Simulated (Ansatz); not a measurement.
# AlNi3 (Fm-3m) in Ansatz: notebook

One crystal, AlNi3, is run at these levels: PBEsol; tasks: single point.

All numbers are computed with Ansatz 0.2.0; they aren't measurements. Logs are shortened: lines on timing, memory, paths and dates and some standing lists are left out, and cuts for length are marked.

**1. The structure**

The structure is cubic, space group Fm-3m (No. 225). Conventional cell: a = 5.604 Å, b = 5.604 Å, c = 5.604 Å, α = 90.00°, β = 90.00°, γ = 90.00°. Ni (site symmetry -43m) has 4 Al at 2.43 Å and 4 Ni at 2.43 Å as nearest neighbours. Around Ni (site symmetry m-3m) lie 8 Ni at 2.43 Å. Around Al (site symmetry m-3m) lie 8 Ni at 2.43 Å.

The cell comes from a database or a generator and needn't be the stable form of this composition.

**2. Single point, PBEsol, collinear spin, program default start**

File input.yaml:

```yaml
crystal:
  lattice:
    - [0.0, 2.8018887551, 2.8018887551]
    - [2.8018887551, 0.0, 2.8018887551]
    - [2.8018887551, 2.8018887551, 0.0]
  atoms:
    - { symbol: Ni, position: [0.75, 0.75, 0.75] }
    - { symbol: Ni, position: [0.0, 0.0, 0.0] }
    - { symbol: Ni, position: [0.25, 0.25, 0.25] }
    - { symbol: Al, position: [0.5, 0.5, 0.5] }
hamiltonian:
  xc: pbesol
  pseudopotentials: { kind: paw }
magnetization:
  spin_polarized: true
  initial_magnetization: 0.0
  spin_locking: { lock_magnetization: hard }
kpoints:
  mp_grid: { grid: [7, 7, 7] }
scf:
  occupations: { method: fermi_dirac, width: 0.05 }
  lower_state_search: "off"
output:
  forces: true
  stress: true
  eigenvalues: true
```

Potentials or basis: Ansatz PAW.

On the command line:

```
$ ansatz run input.yaml --threads 2 --pin off --max-ram 5632MiB --backend cpu --events-out ev --progress --plain --runs-dir out
```

Log:

```text
Warning: output.stress: scf.convergence.dr2_threshold = 1e-7 eV (the SCF's general default) is looser than the 4e-10 eV advised for a printed stress (1e-10 eV for each atom of the cell: 4). What an SCF threshold leaves in a stress goes as its square root, and in the free energy as the threshold itself, and one threshold admits the most on a small cell: of the crystals measured, under no hybrid functional and no lock of the moments, on runs that ended without the residual-converged pass, on stresses that held no estimate of that error, the worst erred by over 100 MPa in a component at 1e-7 eV an atom and by under 5 at 1e-10. Set scf.convergence.dr2_threshold to 4e-10 eV or tighter. The threshold is an SCF's pass mark: one that does not reach it within its budget of iterations ends unconverged, or closes short of it on a stop that the run arms, and scf.convergence.dr2_threshold's page says what that costs each kind of run
Warning: RAYON_NUM_THREADS=2 ignored (pool sized by the plan → 2); use --threads N
Engine: ansatz 0.2.0, aarch64-unknown-linux-gnu
Pseudopotentials: kind: paw
Pseudopotential: Ni, paw, valence charge 18, recommended cutoff 420 eV (normal), Ni.paw.azcp
Pseudopotential: Al, paw, valence charge 3, recommended cutoff 420 eV (normal), Al.paw.azcp
Functional definition: PBEsol
  exchange = pbesol_x
  correlation = pbesol_c
Crystal: 4 atoms, lattice volume = 43.993 Å³
Basis set: ecut = 420 eV, 869 PW (Γ), exchange–correlation on 54×54×54 points (8 copies of the dense FFT grid, shifted against one another)
Bands: 35, of which v1, the nominal top of the filled ones, is band 29 counted from 1 (28 counted from 0)
Symmetry: 48 space group operations
Space group: Fm-3m (ITA 225), of the structure as read, at distance tolerance 3.5e-5 Å
k-points: 20 of 343
Non-local potential: Ni, projectors of the file, l = 0: 3, l = 1: 2, l = 2: 3, l = 3: 1
Non-local potential: Al, projectors of the file, l = 0: 2, l = 1: 2, l = 2: 1
PAW form: soft (Blöchl's): semilocal exchange-correlation on the pseudo side does not see the compensation charge
PAW frozen core: Ni, regenerated for the run's functional, and the local potential with it (the file was generated under x = pbe(κ = 0.804, μ = 0.2195149727645171), c = pbe(β = 0.06672455060314922))
PAW frozen core: Al, regenerated for the run's functional, and the local potential with it (the file was generated under x = pbe(κ = 0.804, μ = 0.2195149727645171), c = pbe(β = 0.06672455060314922))
PAW one-centre angular grid: Ni, 590 points (default); XC on 64 Gauss nodes
PAW one-centre angular grid: Al, 110 points (default); XC on 64 Gauss nodes
Initial density: superposition of atomic densities (chi_scale 0.1, normalization cell, long waves kept (reshape's long-wave potential 0.00 eV rms))
Initial wavefunctions: pseudopotential atomic-orbital guess
Functional: x = pbesol(κ = 0.804, μ = 0.12345679012345678), c = pbesol(β = 0.046)
iter 1 solved again at ethr=2.75e-3 eV; its pass at ethr=3.10e-3 eV (dr2=1.56e0 eV) is discarded
[... 14 lines left out ...]
SCF iter  13: F=-17941.004708 eV  HF=-17941.004708 eV  |F-HF|=6.96e-9  |Δ(HF+E_count)|=   1.03e-8  Δρ=2.79e-6 (↑2.79e-6 ↓2.79e-6)  dr2=9.04e-9  dr2_m=0.00e0  M=0.000 μB ∫|m|=0.000 μB  ethr=1.75e-10  ⟨swp⟩=6.7  Hψ=2267  notcnv=0
SCF 1 converged in 13 iterations: F = -17941.004708 eV  dr2 = 9.04e-9
SCF converged after 13 iterations
Stability checked in part: among states of this total moment the steps that led to this state did not find it unstable. No probe was made; neither looks for a lower state of another moment (fixed_total_moment; see scf.lower_state_search)
Magnetization: 0.0000 μB (28.5000 up, 28.5000 down)
Absolute magnetization: 0.0000 μB (∫|ρ↑−ρ↓|)
Spin contamination: 0.0000 ħ² per cell (⟨S²⟩ above its minimum at these occupations)
Per-site moments (μB) at R_I (Å): [(0.0, 1.000934071704004), (0.0, 1.0009340717040043), (0.0, 1.0009340717040043), (0.0, 1.000934071704004)]
Free energy (F): -17941.004708 eV
Harris-Foulkes:  -17941.004708 eV  (|F-HF|=6.96e-9)
Internal energy: -17940.980543 eV  (E = F + TS)
E sigma→0 (E₀):  -17940.992625 eV
Entropy (-TS):   -0.024165 eV (-6.041 meV/atom)
Fermi energy:    16.283357 (↑ 16.283357, ↓ 16.283357) eV
--- Per-component energies (eV) ---
  E_band       = -905.751576
  E_kinetic    = 880.920857
  E_local      = -11856.947241  (includes V_loc(G=0)·N_el)
  E_nonlocal   = 1925.281624
  E_hartree    = 5045.414720
  E_xc         = -295.494761
  E_vxc        = -360.616667  (∫ρ·V_xc dr)
  E_paw        = -5245.633145  (= ΣΔE_a)
  E_vpaw       = -1585.229336  (= ΣTr[D̂ρ^β])
  E_aug_tail   = 0.001511  (compensation charges beyond the density's cutoff)
  E_ewald      = -8395.135113
  E_core_change = 0.611006  (= ΣΔE_core)
  E_smearing   = -0.024165  (= −TS)
  E_closure    = -0.000000  (closes the sum)
  Σ components = -17941.004708   (vs F -17941.004708, Δ=0.00e0)
--- Forces (eV/Å), atoms counted from 1 ---
  atom   1  Ni     0.00000000    -0.00000000    -0.00000000
  atom   2  Ni    -0.00000000    -0.00000000     0.00000000
  atom   3  Ni     0.00000000    -0.00000000    -0.00000000
  atom   4  Al    -0.00000000    -0.00000000    -0.00000000
  max |Σ_I F_I| component: 9.25e-17 eV/Å
--- Stress (GPa, compression-positive) ---
       -0.726349      -0.000000      -0.000000
       -0.000000      -0.726349       0.000000
       -0.000000      -0.000000      -0.726349
  P = ⅓ Tr σ = -0.7263 GPa (-7.263 kbar)
--- Band table (eV; the first three rows and the last of 40) ---
  k-point 0 ↑: bands = ["-86.4276", "-86.4188", "-86.1969", "-46.9923", "-46.9923", "-46.9923", "-46.9810", "-46.9810", "-46.9810", "-46.7380", "-46.7380", "-46.7380", "6.0356", "12.6600", "12.6600", "12.7874", "12.7874", "12.7874", "13.8814", "13.8814", "13.8814", "15.3838", "15.3838", "15.3838", "15.7392", "15.7392", "15.7792", "15.7792", "21.7088", "21.7088", "21.7088", "22.2102", "22.2102", "22.2102", "23.4193"]
  k-point 1 ↑: bands = ["-86.4270", "-86.4192", "-86.1972", "-46.9974", "-46.9937", "-46.9937", "-46.9804", "-46.9804", "-46.9748", "-46.7393", "-46.7371", "-46.7371", "6.3386", "12.5931", "12.5931", "12.6171", "13.0136", "13.0136", "13.8103", "13.8515", "13.8515", "15.1400", "15.2149", "15.2149", "15.7477", "15.7477", "15.8006", "15.8006", "19.4107", "21.0928", "21.0928", "22.3743", "22.7358", "22.7358", "24.2280"]
  k-point 2 ↑: bands = ["-86.4253", "-86.4201", "-86.1980", "-46.9987", "-46.9965", "-46.9965", "-46.9796", "-46.9796", "-46.9719", "-46.7414", "-46.7352", "-46.7352", "7.2223", "11.9071", "12.6347", "12.6347", "13.3539", "13.3539", "13.5032", "13.8106", "13.8106", "14.8421", "14.8731", "14.8731", "15.6949", "15.6949", "15.8382", "15.8382", "17.3157", "20.6456", "20.6456", "22.0332", "22.0332", "22.0361", "24.3826"]
  k-point 19 ↓: bands = ["-86.4222", "-86.4220", "-86.1992", "-47.0186", "-47.0014", "-46.9935", "-46.9863", "-46.9645", "-46.9621", "-46.7421", "-46.7374", "-46.7297", "10.0899", "11.1770", "11.2359", "12.3086", "13.4029", "13.6210", "13.8824", "13.9126", "14.2162", "14.3685", "14.6595", "14.8236", "15.5499", "15.5781", "15.7732", "15.9336", "16.0840", "16.4049", "16.7203", "22.1493", "24.3491", "24.7422", "24.7945"]
```

Run time: 1.2 s. Hardware: 2 threads of Arm Neoverse V2, shared host; peak memory 0.32 GiB.

Results:

| Item | Value |
| --- | --- |
| Free energy | -17941.0047 eV |
| Pressure | -0.7 GPa |
| Net moment | 0.00 μB per cell |
| Absolute moment | 0.00 μB per cell |

Caveat: the total moment is fixed, so each spin has its own Fermi level; the PAW data sets come from PBE, with cores solved anew for the run's functional, which leaves a small shift of forces and pressure; the thresholds are loose for stress.

**3. Single point, PBEsol, collinear spin, ferromagnetic start**

File input.yaml:

```yaml
crystal:
  lattice:
    - [0.0, 2.8018887551, 2.8018887551]
    - [2.8018887551, 0.0, 2.8018887551]
    - [2.8018887551, 2.8018887551, 0.0]
  atoms:
    - { symbol: Ni, position: [0.75, 0.75, 0.75], spin: 0.2666666667 }
    - { symbol: Ni, position: [0.0, 0.0, 0.0], spin: 0.2666666667 }
    - { symbol: Ni, position: [0.25, 0.25, 0.25], spin: 0.2666666667 }
    - { symbol: Al, position: [0.5, 0.5, 0.5] }
hamiltonian:
  xc: pbesol
  pseudopotentials: { kind: paw }
magnetization:
  spin_polarized: true
  initial_magnetization: 0.8
  spin_locking: { lock_magnetization: hard }
kpoints:
  mp_grid: { grid: [7, 7, 7] }
scf:
  occupations: { method: fermi_dirac, width: 0.05 }
  lower_state_search: "off"
output:
  forces: true
  stress: true
  eigenvalues: true
  write_density: true
  write_potential: true
  elf: true
  volumetric_format: npy
```

Potentials or basis: Ansatz PAW.

On the command line:

```
$ ansatz run input.yaml --threads 2 --pin off --max-ram 5632MiB --backend cpu --events-out ev --progress --plain --runs-dir out
```

Log:

```text
Warning: output.stress: scf.convergence.dr2_threshold = 1e-7 eV (the SCF's general default) is looser than the 4e-10 eV advised for a printed stress (1e-10 eV for each atom of the cell: 4). What an SCF threshold leaves in a stress goes as its square root, and in the free energy as the threshold itself, and one threshold admits the most on a small cell: of the crystals measured, under no hybrid functional and no lock of the moments, on runs that ended without the residual-converged pass, on stresses that held no estimate of that error, the worst erred by over 100 MPa in a component at 1e-7 eV an atom and by under 5 at 1e-10. Set scf.convergence.dr2_threshold to 4e-10 eV or tighter. The threshold is an SCF's pass mark: one that does not reach it within its budget of iterations ends unconverged, or closes short of it on a stop that the run arms, and scf.convergence.dr2_threshold's page says what that costs each kind of run
Warning: RAYON_NUM_THREADS=2 ignored (pool sized by the plan → 2); use --threads N
Engine: ansatz 0.2.0, aarch64-unknown-linux-gnu
Pseudopotentials: kind: paw
Pseudopotential: Ni, paw, valence charge 18, recommended cutoff 420 eV (normal), Ni.paw.azcp
Pseudopotential: Al, paw, valence charge 3, recommended cutoff 420 eV (normal), Al.paw.azcp
Functional definition: PBEsol
  exchange = pbesol_x
  correlation = pbesol_c
Crystal: 4 atoms, lattice volume = 43.993 Å³
Basis set: ecut = 420 eV, 869 PW (Γ), exchange–correlation on 54×54×54 points (8 copies of the dense FFT grid, shifted against one another)
Bands: 35, of which v1, the nominal top of the filled ones, is band 29 counted from 1 (28 counted from 0)
Symmetry: 48 space group operations
Space group: Fm-3m (ITA 225), of the structure as read, at distance tolerance 3.5e-5 Å
Magnetic group: BNS 225.116 (UNI 1618), of the structure as read, at distance tolerance 3.5e-5 Å
k-points: 20 of 343
Non-local potential: Ni, projectors of the file, l = 0: 3, l = 1: 2, l = 2: 3, l = 3: 1
Non-local potential: Al, projectors of the file, l = 0: 2, l = 1: 2, l = 2: 1
PAW form: soft (Blöchl's): semilocal exchange-correlation on the pseudo side does not see the compensation charge
PAW frozen core: Ni, regenerated for the run's functional, and the local potential with it (the file was generated under x = pbe(κ = 0.804, μ = 0.2195149727645171), c = pbe(β = 0.06672455060314922))
PAW frozen core: Al, regenerated for the run's functional, and the local potential with it (the file was generated under x = pbe(κ = 0.804, μ = 0.2195149727645171), c = pbe(β = 0.06672455060314922))
[... 27 lines left out ...]
Magnetization: 0.8000 μB (28.9000 up, 28.1000 down)
Absolute magnetization: 0.8102 μB (∫|ρ↑−ρ↓|, with the PAW one-centre terms)
Spin contamination: 0.0036 ħ² per cell (⟨S²⟩ above its minimum at these occupations)
Per-site moments (μB) at R_I (Å): [(0.22047086976217, 1.000934071704004), (0.34384977133039063, 1.0009340717040043), (0.2204708697621696, 1.0009340717040043), (0.005358787315339831, 1.000934071704004)]
Free energy (F): -17940.952214 eV
Harris-Foulkes:  -17940.952214 eV  (|F-HF|=8.66e-9)
Internal energy: -17940.924388 eV  (E = F + TS)
E sigma→0 (E₀):  -17940.938301 eV
Entropy (-TS):   -0.027826 eV (-6.956 meV/atom)
Fermi energy:    16.321028 (↑ 16.454640, ↓ 16.187416) eV
--- Per-component energies (eV) ---
  E_band       = -906.937418
  E_kinetic    = 880.553489
  E_local      = -11854.817463  (includes V_loc(G=0)·N_el)
  E_nonlocal   = 1924.808114
  E_hartree    = 5043.662021
  E_xc         = -295.519680
  E_vxc        = -360.648353  (∫ρ·V_xc dr)
  E_paw        = -5245.088267  (= ΣΔE_a)
  E_vpaw       = -1584.157207  (= ΣTr[D̂ρ^β])
  E_aug_tail   = 0.001506  (compensation charges beyond the density's cutoff)
  E_ewald      = -8395.135113
  E_core_change = 0.611006  (= ΣΔE_core)
  E_smearing   = -0.027826  (= −TS)
  E_closure    = -0.000000  (closes the sum)
  Σ components = -17940.952214   (vs F -17940.952214, Δ=0.00e0)
--- Forces (eV/Å), atoms counted from 1 ---
  atom   1  Ni     0.00000000    -0.00000000     0.00000000
  atom   2  Ni    -0.00000000     0.00000000    -0.00000000
  atom   3  Ni     0.00000000     0.00000000    -0.00000000
  atom   4  Al    -0.00000000    -0.00000000    -0.00000000
  max |Σ_I F_I| component: 4.63e-17 eV/Å
--- Stress (GPa, compression-positive) ---
       -0.158867      -0.000000       0.000000
       -0.000000      -0.158867       0.000000
        0.000000       0.000000      -0.158867
  P = ⅓ Tr σ = -0.1589 GPa (-1.589 kbar)
--- Band table (eV; the first three rows and the last of 40) ---
  k-point 0 ↑: bands = ["-86.5664", "-86.5543", "-86.4695", "-47.1294", "-47.1294", "-47.1294", "-47.1239", "-47.1239", "-47.1239", "-46.9904", "-46.9904", "-46.9904", "6.0214", "12.5613", "12.5613", "12.7075", "12.7075", "12.7075", "13.6793", "13.6793", "13.6793", "15.2537", "15.2537", "15.2537", "15.6142", "15.6142", "15.6214", "15.6214", "21.6261", "21.6261", "21.6261", "22.1692", "22.1692", "22.1692", "23.3915"]
  k-point 1 ↑: bands = ["-86.5653", "-86.5546", "-86.4702", "-47.1395", "-47.1359", "-47.1359", "-47.1185", "-47.1185", "-47.1109", "-46.9934", "-46.9892", "-46.9892", "6.3244", "12.5008", "12.5008", "12.5431", "12.9256", "12.9256", "13.6150", "13.6563", "13.6563", "15.0218", "15.0964", "15.0964", "15.5866", "15.5866", "15.6610", "15.6610", "19.3031", "21.0135", "21.0135", "22.3422", "22.7030", "22.7030", "24.1916"]
  k-point 2 ↑: bands = ["-86.5627", "-86.5555", "-86.4719", "-47.1434", "-47.1434", "-47.1422", "-47.1136", "-47.1136", "-47.1039", "-46.9983", "-46.9868", "-46.9868", "7.2079", "11.8592", "12.5435", "12.5435", "13.2469", "13.2469", "13.3329", "13.6468", "13.6468", "14.7293", "14.7624", "14.7624", "15.5381", "15.5381", "15.6700", "15.6700", "17.1573", "20.5698", "20.5698", "21.9909", "21.9909", "22.0065", "24.3194"]
  k-point 19 ↓: bands = ["-86.2971", "-86.2968", "-86.0651", "-46.8960", "-46.8790", "-46.8713", "-46.8638", "-46.8422", "-46.8398", "-46.6117", "-46.6070", "-46.5995", "10.1224", "11.2124", "11.2668", "12.3566", "13.4667", "13.7227", "13.9928", "14.0000", "14.3192", "14.4654", "14.7400", "14.9290", "15.6373", "15.6694", "15.9047", "16.0273", "16.2126", "16.5181", "16.8017", "22.2046", "24.3951", "24.7886", "24.8344"]
```

It took 2.7 s on 2 threads of Arm Neoverse V2, shared host; peak memory 0.33 GiB.

Results:

```yaml
Free_energy: -17940.9522 eV
Pressure: -0.2 GPa
Net_moment: 0.80 μB per cell
Absolute_moment: 0.81 μB per cell
Site_moments: Ni +0.22, +0.34; Al +0.01 μB
```

Caveat: the total moment is fixed, so each spin has its own Fermi level; the PAW data sets come from PBE, with cores solved anew for the run's functional, which leaves a small shift of forces and pressure; the thresholds are loose for stress.
